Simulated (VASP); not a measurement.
**CdSe (F-43m): a series in a change of volume**

Strain engineering needs slopes: what does a change of volume do to the lattice and the band edges of CdSe?

Calculated with VASP 6.6.1; LDA; plane waves and PAW (Cd, Se); cell typed or built by script, in the first sound run; inputs show where later runs differ.

## (1) The structure

The structure is cubic, space group F-43m (No. 216). The conventional cell has a = 6.050 Å, b = 6.050 Å, c = 6.050 Å, α = 90.00°, β = 90.00°, γ = 90.00°. Nearest to Cd lie 4 Se at 2.62 Å. Nearest to Se lie 4 Cd at 2.62 Å. Farther neighbours and most contacts between anions are not listed.

Coordinates:

```cif
data_structure
_symmetry_space_group_name_H-M 'P 1'
_symmetry_Int_Tables_number 1
_cell_length_a 4.2780
_cell_length_b 4.2780
_cell_length_c 4.2780
_cell_angle_alpha 60.000
_cell_angle_beta 60.000
_cell_angle_gamma 60.000
_cell_volume 55.36
loop_
_atom_site_label
_atom_site_type_symbol
_atom_site_fract_x
_atom_site_fract_y
_atom_site_fract_z
_atom_site_occupancy
Cd1 Cd 0.00000 0.00000 0.00000 1
Se2 Se 0.25000 0.25000 0.25000 1
```

## (2) Relax the crystal, LDA

The series starts from the cell that this level prefers, so that zero strain is near zero stress.

This step took 2 runs in a row; the last is shown.

Level: LDA; plane waves and PAW (Cd, Se); cell typed or built by script.

Input file INCAR:

```
SYSTEM = CdSe
PREC = Accurate
ENCUT = 450
EDIFF = 1E-07
NELM = 120
ISMEAR = 0
SIGMA = 0.02
LREAL = .FALSE.
ALGO = Normal
GGA = CA
NBANDS = 15
LASPH = .TRUE.
LORBIT = 11
LWAVE = .FALSE.
LCHARG = .FALSE.
KPAR = 16
IBRION = 2
NSW = 40
ISIF = 3
EDIFFG = -0.005
POTIM = 0.4
```

Input file POSCAR:

```
CdSe
1.0
    0.0000000000      3.0102352752      3.0102352752
    3.0102352752      0.0000000000      3.0102352752
    3.0102352752      3.0102352752      0.0000000000
Cd Se
1 1
Direct
    0.0000000000      0.0000000000      0.0000000000
    0.2500000000      0.2500000000      0.2500000000
```

Input file KPOINTS:

```
Automatic mesh
0
Gamma
9 9 9
0 0 0
```

The projector-augmented-wave data sets are Cd and Se (LDA family, release 64).

Run with:

```bash
$ mpirun -np 16 vasp_std
```

The log of the run:

```text
[banner, memory and clock lines left out]
running   16 mpi-ranks, on    1 nodes
[...]
|                                                                             |
|           W    W    AA    RRRRR   N    N  II  N    N   GGGG   !!!           |
|           W    W   A  A   R    R  NN   N  II  NN   N  G    G  !!!           |
|           W    W  A    A  R    R  N N  N  II  N N  N  G       !!!           |
|           W WW W  AAAAAA  RRRRR   N  N N  II  N  N N  G  GGG   !            |
|           WW  WW  A    A  R   R   N   NN  II  N   NN  G    G                |
|           W    W  A    A  R    R  N    N  II  N    N   GGGG   !!!           |
|                                                                             |
|     For optimal performance we recommend to set                             |
|       NCORE = 2 up to number-of-cores-per-socket                            |
|     NCORE specifies how many cores store one orbital (NPAR=cpu/NCORE).      |
|     This setting can greatly improve the performance of VASP for DFT.       |
[...]
|     Unfortunately you need to use the default for GW and RPA                |
|     calculations (for HF NCORE is supported but not extensively tested      |
|     yet).                                                                   |
|                                                                             |

 LDA part: xc-table for (Slater(with rela. corr.)+CA(PZ))
 , standard interpolation
 POSCAR, INCAR and KPOINTS ok, starting setup
[...]
entering main loop
       N       E                     dE             d eps       ncg     rms          rms(c)
DAV:   1     0.101608436623E+03    0.10161E+03   -0.81555E+03  1058   0.960E+02
DAV:   2    -0.319394261802E+01   -0.10480E+03   -0.98807E+02  1239   0.254E+02
DAV:   3    -0.711613717189E+01   -0.39222E+01   -0.39144E+01  1309   0.512E+01
DAV:   4    -0.713291401480E+01   -0.16777E-01   -0.16776E-01  1267   0.333E+00
[...]
DAV:  11    -0.676197850736E+01   -0.45950E-05   -0.17463E-05  1113   0.373E-02    0.124E-02
DAV:  12    -0.676197807927E+01    0.42809E-06   -0.17261E-06  1344   0.198E-02    0.468E-03
DAV:  13    -0.676197812871E+01   -0.49437E-07   -0.21885E-07  1127   0.299E-03
   1 F= -.67619781E+01 E0= -.67619781E+01  d E =-.676198E+01
[...]
reached required accuracy - stopping structural energy minimisation
```

Elapsed: 11 s, on 16 MPI ranks of AMD EPYC 7R43, shared host; peak memory 2.3 GiB; 1.8 min of CPU time.

The logs omit lines about the potential files and the build; timing stands in the text.

OUTCAR, selected parts (step 2):

```text
  Total       -0.0057860     -0.0057860     -0.0057860     -0.0000000     -0.0000000     -0.0000000
  in kB       -0.1699251     -0.1699251     -0.1699251     -0.0000000     -0.0000000     -0.0000000
  external PRESSURE =      -0.1699251 kB  Pullay stress =       0.0000000 kB

 POSITION                                       TOTAL-FORCE (eV/Angst)
 -----------------------------------------------------------------------------------
      0.00000      0.00000      0.00000         0.000000      0.000000      0.000000
      1.50512      1.50512      1.50512        -0.000000     -0.000000     -0.000000
 -----------------------------------------------------------------------------------
    total drift:                               -0.000000     -0.000000     -0.000000

  FREE ENERGIE OF THE ION-ELECTRON SYSTEM (eV)
  ---------------------------------------------------
  free  energy   TOTEN  =        -6.7619781287 eV

  energy  without entropy=       -6.7619781287  energy(sigma->0) =       -6.76197813

 reached required accuracy - stopping structural energy minimisation

[... 3 further parts left out ...]
[key lines of the parts left out:]
E-fermi :   1.2255
```

This run gave:

```
energy(sigma→0) of the program : -6.7620 eV
stress, compression positive   : xx, yy, zz -0.02, -0.02, -0.02 GPa
volume                         : 54.555 Å³
ionic steps                    : 1
```

## (3) Relax at fixed volume, LDA

One member in full: the volume is scaled by 1.06, and the cell is held.

Level: LDA; plane waves and PAW (Cd, Se); cell typed or built by script.

Changes to INCAR since step 2:

```diff
@@ -15,7 +15,8 @@
 LCHARG = .FALSE.
-KPAR = 16
+KPAR = 4
 IBRION = 2
 NSW = 40
-ISIF = 3
-EDIFFG = -0.005
+ISIF = 2
+EDIFFG = -0.004
 POTIM = 0.4
+MAXMIX = 40
```

Input file POSCAR:

```
CdSe
1.0
    0.0000000000      3.0692744851      3.0692744851
    3.0692744851      0.0000000000      3.0692744851
    3.0692744851      3.0692744851      0.0000000000
Cd Se
1 1
Direct
    0.0000000000      0.0000000000      0.0000000000
    0.2500000000      0.2500000000      0.2500000000
```

KPOINTS is that of step 2.

Run with:

```bash
$ mpirun -np 4 vasp_std
```

The log of the run:

```text
[banner, memory and clock lines left out]
running    4 mpi-ranks, on    1 nodes
[...]
LDA part: xc-table for (Slater(with rela. corr.)+CA(PZ))
 , standard interpolation
 POSCAR, INCAR and KPOINTS ok, starting setup
[...]
entering main loop
       N       E                     dE             d eps       ncg     rms          rms(c)
DAV:   1     0.101670435958E+03    0.10167E+03   -0.80496E+03  1066   0.952E+02
DAV:   2    -0.298819783127E+01   -0.10466E+03   -0.99518E+02  1232   0.253E+02
DAV:   3    -0.708929299279E+01   -0.41011E+01   -0.40929E+01  1197   0.517E+01
DAV:   4    -0.710712745292E+01   -0.17834E-01   -0.17834E-01  1358   0.347E+00
[...]
DAV:  11    -0.673245495568E+01   -0.53603E-05   -0.17958E-05  1190   0.373E-02    0.137E-02
DAV:  12    -0.673245448143E+01    0.47425E-06   -0.14579E-06  1337   0.171E-02    0.502E-03
DAV:  13    -0.673245453936E+01   -0.57937E-07   -0.37660E-07  1204   0.419E-03
   1 F= -.67324545E+01 E0= -.67324545E+01  d E =-.673245E+01
[...]
reached required accuracy - stopping structural energy minimisation
```

It took 13 s on 4 MPI ranks; peak memory 0.51 GiB; 41 s of CPU time.

From OUTCAR (step 3):

```text
  Total       -1.0738966     -1.0738966     -1.0738966      0.0000000      0.0000000     -0.0000000
  in kB      -29.7533491    -29.7533491    -29.7533491      0.0000000      0.0000000     -0.0000000
  external PRESSURE =     -29.7533491 kB  Pullay stress =       0.0000000 kB

 POSITION                                       TOTAL-FORCE (eV/Angst)
 -----------------------------------------------------------------------------------
      0.00000      0.00000      0.00000         0.000000      0.000000      0.000000
      1.53464      1.53464      1.53464        -0.000000     -0.000000     -0.000000
 -----------------------------------------------------------------------------------
    total drift:                               -0.000000     -0.000000     -0.000000

  FREE ENERGIE OF THE ION-ELECTRON SYSTEM (eV)
  ---------------------------------------------------
  free  energy   TOTEN  =        -6.7324545394 eV

  energy  without entropy=       -6.7324545394  energy(sigma->0) =       -6.73245454

[... 2 parts as in an earlier step ...]

[... 2 further parts left out ...]
[key lines of the parts left out:]
E-fermi :   0.6864
```

Read from the output:

| Property | Result |
| --- | --- |
| energy(sigma→0) of the program | -6.7325 eV |
| stress, compression positive | xx, yy, zz -2.98, -2.98, -2.98 GPa |
| ionic steps | 1 |

## (4) Band edges, HSE06

Short lines in KPOINTS_OPT sample the zone centre, for masses, and the other valleys.

Level: HSE06; plane waves and PAW (Cd, Se); cell typed or built by script.

Input file INCAR:

```
SYSTEM = CdSe
PREC = Accurate
ENCUT = 450
EDIFF = 1E-06
NELM = 100
ISMEAR = 0
SIGMA = 0.02
LREAL = .FALSE.
ALGO = Normal
LHFCALC = .TRUE.
AEXX = 0.25
GGA = PE
HFSCREEN = 0.2
LASPH = .TRUE.
NBANDS = 14
PRECFOCK = Fast
LWAVE = .FALSE.
LCHARG = .FALSE.
KPAR = 4
```

POSCAR is that of step 3.

Input file KPOINTS:

```
Automatic mesh
0
Gamma
5 5 5
0 0 0
```

Input file KPOINTS_OPT:

```
Line mode
6
Line-mode
Reciprocal
  0.00000000   0.00000000   0.00000000
  0.02442451   0.02442451   0.00000000

  0.00000000   0.00000000   0.00000000
  0.00000000  -0.02442451  -0.02442451

  0.31000000   0.31000000   0.00000000
  0.50000000   0.50000000   0.00000000

  0.00000000   0.31000000   0.31000000
  0.00000000   0.50000000   0.50000000

  0.45000000   0.45000000   0.45000000
  0.50000000   0.50000000   0.50000000

  0.45000000   0.00000000   0.00000000
  0.50000000   0.00000000   0.00000000

  0.42500000   0.42500000   0.00000000
  0.42500000   0.44942451   0.02442451

  0.50000000   0.50000000   0.50000000
  0.48272926   0.51727074   0.50000000
```

Run with:

```bash
$ mpirun -np 4 vasp_std
```

The log of the run:

```text
[banner, memory and clock lines left out]
running    4 mpi-ranks, on    1 nodes
[...]
|                                                                             |
|               ----> ADVICE to this user running VASP <----                  |
|                                                                             |
|     You enforced a specific xc type in the INCAR file but a different       |
|     [... a line on the potential file left out ...]
|     I HOPE YOU KNOW WHAT YOU ARE DOING!                                     |
|                                                                             |

 LDA part: xc-table for (Slater+PW92), standard interpolation
 found WAVECAR, reading the header
 POSCAR, INCAR and KPOINTS ok, starting setup
[...]
reading WAVECAR
 the WAVECAR file was read successfully
 initial charge from wavefunction
 entering main loop
       N       E                     dE             d eps       ncg     rms          rms(c)
DAV:   1    -0.689044657621E+01   -0.68904E+01   -0.12023E+00   280   0.124E+01    0.339E+00
DAV:   2    -0.688287110286E+01    0.75755E-02   -0.85224E-02   310   0.426E+00    0.176E+00
DAV:   3    -0.687605528305E+01    0.68158E-02   -0.15069E-02   322   0.158E+00    0.103E+00
DAV:   4    -0.687498436721E+01    0.10709E-02   -0.21775E-03   280   0.469E-01    0.627E-01
DAV:   5    -0.687480049623E+01    0.18387E-03   -0.35312E-04   280   0.152E-01    0.372E-01
DAV:   6    -0.687474773698E+01    0.52759E-04   -0.42433E-05   280   0.565E-02    0.215E-01
DAV:   7    -0.687472862700E+01    0.19110E-04   -0.93482E-06   280   0.262E-02    0.122E-01
DAV:   8    -0.687472348511E+01    0.51419E-05   -0.47078E-06   280   0.165E-02    0.690E-02
DAV:   9    -0.687472272875E+01    0.75636E-06   -0.18307E-06   280   0.100E-02
   1 F= -.68747227E+01 E0= -.68747227E+01  d E =-.101441E-19
 Start KPOINTS_OPT (optional k-point list driver)
k-point batch [1-10\48]
       N       E                     dE             ncg
DAV:   1     0.274005432675E+03   -0.70791E+02      280
DAV:   2    -0.103003964718E+04   -0.13040E+04      310
DAV:   3    -0.111346838602E+04   -0.83429E+02      316
DAV:   4    -0.111461952371E+04   -0.11511E+01      328
DAV:   5    -0.111462541529E+04   -0.58916E-02      334
DAV:   6    -0.111462547624E+04   -0.60944E-04      292
DAV:   7    -0.111462547712E+04   -0.88706E-06      304
[...]
k-point batch [41-48\48]
       N       E                     dE             ncg
DAV:   1     0.132508339112E+04   -0.37232E+04      224
DAV:   2     0.296498234843E+03   -0.10286E+04      248
DAV:   3     0.241525649582E+03   -0.54973E+02      260
DAV:   4     0.240833575323E+03   -0.69207E+00      260
DAV:   5     0.240829960130E+03   -0.36152E-02      272
DAV:   6     0.240829937685E+03   -0.22445E-04      248
DAV:   7     0.240829937443E+03   -0.24244E-06      190
```

Elapsed: 7.4 min, on 4 MPI ranks; peak memory 1 GiB.

OUTCAR, selected parts (step 4):

```text
  LATTYP: Found a face centered cubic cell.
 ALAT       =     6.1385489702

 Subroutine GETGRP returns: Found 24 space group operations
 (whereof 24 operations were pure point group operations)

The static configuration has the point symmetry T_d .

 Found     10 irreducible k-points:

   k-points           NKPTS =     10   k-points in BZ     NKDIM =    125   number of bands    NBANDS=     14

   dimension x,y,z NGX =    30 NGY =   30 NGZ =   30
   dimension x,y,z NGXF=    60 NGYF=   60 NGZF=   60

   ENCUT  =  450.0 eV  33.07 Ry    5.75 a.u.   7.51  7.51  7.51*2*pi/ulx,y,z

   NELECT =      18.0000    total number of electrons

  exchange ACFDT corr.  =         0.00000000  see jH, gK, PRB 81, 115126

 E-fermi :   0.4068

 k-point     1 :       0.0000    0.0000    0.0000
  band No.  band energies     occupation
    ...
      5      -8.4528      2.00000
      6      -8.4528      2.00000
      7       0.2838      2.00000
      8       0.2838      2.00000
      9       0.2838      2.00000
     10       1.7857      0.00000
     11       7.2914      0.00000
     12       7.2914      0.00000
     13       7.2914      0.00000
     14      11.1944      0.00000

 k-point     2 :       0.2000    0.0000    0.0000
  band No.  band energies     occupation
    ...
      5      -8.4532      2.00000
      6      -8.4532      2.00000
      7      -1.7975      2.00000
      8      -0.0020      2.00000
      9      -0.0020      2.00000
     10       3.2825      0.00000
     11       7.0615      0.00000
     12       7.7180      0.00000
     13       7.7180      0.00000
     14      11.3875      0.00000

 POSITION                                       TOTAL-FORCE (eV/Angst)
 -----------------------------------------------------------------------------------
      0.00000      0.00000      0.00000        -0.000000     -0.000000     -0.000000
      1.53464      1.53464      1.53464         0.000000      0.000000      0.000000
 -----------------------------------------------------------------------------------
    total drift:                               -0.000116     -0.000089     -0.000065

  FREE ENERGIE OF THE ION-ELECTRON SYSTEM (eV)
  ---------------------------------------------------
  free  energy   TOTEN  =        -6.8747227287 eV

  energy  without entropy=       -6.8747227287  energy(sigma->0) =       -6.87472273

[... 1 part as in an earlier step ...]

[... 7 further parts left out ...]
```

This run gave:

| Property | Result |
| --- | --- |
| energy(sigma→0) of the program | -6.8747 eV |

## (5) All members

Hybrid runs start from orbitals of a short LDA run, not shown.

Runs beyond LDA use the data sets made with LDA; this shifts their levels slightly, and their total energies have another zero.

The other members went through these steps as far as the tables show, with the same cutoff and, step by step, the same mesh; 26 runs are not shown. The session took 7.0 core hours (wall time by ranks) on a shared machine.

| volume over the relaxed volume | volume (Å³/atom) | pressure (GPa) | energy above the unstrained row (meV/atom) | gap on the mesh, LDA (eV) |
| --- | --- | --- | --- | --- |
| 0.940 | 25.641 | 4.150 | 21.337 | 0.551 |
| 0.955 | 26.050 | 2.969 | 11.908 | 0.519 |
| 0.970 | 26.459 | 1.888 | 5.347 | 0.487 |
| 0.985 | 26.868 | 0.894 | 1.471 | 0.456 |
| 1 | 27.277 | -0.017 | 0.000 | 0.425 |
| 1.015 | 27.686 | -0.854 | 0.781 | 0.395 |
| 1.030 | 28.096 | -1.622 | 3.620 | 0.365 |
| 1.045 | 28.505 | -2.327 | 8.310 | 0.336 |
| 1.060 | 28.914 | -2.975 | 14.762 | 0.307 |

A cubic of the pressure in ln(V/V₀) through all rows has the slope −B at V₀: B = 58 GPa, and its curvature gives B′ = 4.7.

Band edges at HSE06, counted from the valence-band top at Γ, with one row partly withheld:

| volume over the relaxed volume | gap (eV) | conduction band at Γ (eV) | Δ or X valley along z (eV) | lowest conduction level at L, [111] (eV) | second valence level below the top (eV) | third valence level below the top (eV) |
| --- | --- | --- | --- | --- | --- | --- |
| 0.940 | 1.796 | 1.796 | 3.799 | 3.540 | 0.000 | 0.000 |
| 0.955 | 1.758 | 1.759 | 3.832 | 3.520 | 0.000 | 0.000 |
| 0.970 | ? | ? | 3.865 | 3.499 | 0.000 | 0.000 |
| 0.985 | 1.684 | 1.684 | 3.895 | 3.478 | 0.000 | 0.000 |
| 1 | 1.647 | 1.647 | 3.924 | 3.456 | 0.000 | 0.000 |
| 1.015 | 1.610 | 1.611 | 3.951 | 3.434 | 0.000 | 0.000 |
| 1.030 | 1.574 | 1.574 | 3.978 | 3.411 | 0.000 | 0.000 |
| 1.045 | 1.538 | 1.538 | 4.002 | 3.388 | 0.000 | 0.000 |
| 1.060 | 1.502 | 1.502 | 4.026 | 3.365 | 0.000 | 0.000 |

Conduction masses, in electron masses (the axis is [001]):

| volume over the relaxed volume | conduction mass at Γ, along the strain axis or the normal of the plane |
| --- | --- |
| 0.940 | 0.117 |
| 0.955 | 0.117 |
| 0.970 | 0.115 |
| 0.985 | 0.114 |
| 1 | 0.113 |
| 1.015 | 0.112 |
| 1.030 | 0.110 |
| 1.045 | 0.109 |
| 1.060 | 0.108 |

## (6) A fit to the known rows

The quantity to fit is the conduction level at Γ above the mean of the three top valence levels at HSE06: 1.796, 1.759, 1.684, 1.647, 1.611, 1.574, 1.538, 1.502 eV in the rows shown.

A least-squares parabola through the 8 rows shown, with u the logarithm of the volume ratio: E = − 0.7483 u² − 2.452 u + 1.647 (eV), r.m.s. residual 4.4e-5 eV.

At u = -0.03046 this predicts 1.7213 eV.

## (7) Checking the prediction

The calculation gives 1.7213 eV, so the prediction is right to the last digit shown.

## (8) Outcome

```yaml
bulk_modulus: 58 GPa
gap_of_the_unstrained_cell_hse06: 1.65 eV
de_d_ln_v_of_the_conduction_level_at_gamma_above_the_mean_of_the_three_top_valence_levels_hse06: -2.45 eV
error_of_the_predicted_row: 0.0 meV
```

The slope of the energy gives 0.12 GPa at the relaxed volume where the pressure column has -0.02 GPa, a mark of the finite basis. At HSE06 the lowest conduction valley is Γ throughout, and the gap runs between 1.50 and 1.80 eV. Hole masses are left out throughout, since the top bands are degenerate or cross in many series; of conduction masses, those of the Γ, L and (for Si and Ge under (001) strain) Δ valleys are kept where they change by under an eighth between rows. HSE06 ran on a coarser mesh than the semilocal levels. Spin-orbit coupling is left out at HSE06, so the valence splittings there lack it. Δ or X levels are the lowest on their line, refined by a parabola unless they lie at X; the gap is read from all points sampled and can differ from the lowest valley by some meV, or by tens of meV where strain moves the valence top off Γ. Temperature, zero-point motion and excitons are left out.

[Lines on the potential files, build, host, timing and source positions are cut from VASP's logs without a mark.]

[Logs are printed without paths, hosts, clocks, repeated set-up lines and the standing remarks that a program may print on its own settings, such as how far it seeks lower states.]

[Hosts, paths, dates, database ids (printed as entryN), source tags and the programs' standing remarks are cut or masked in the printed files.]

[In band tables of VASP the shares of atoms and orbitals are scaled to a sum of 1 inside the atoms' spheres.]
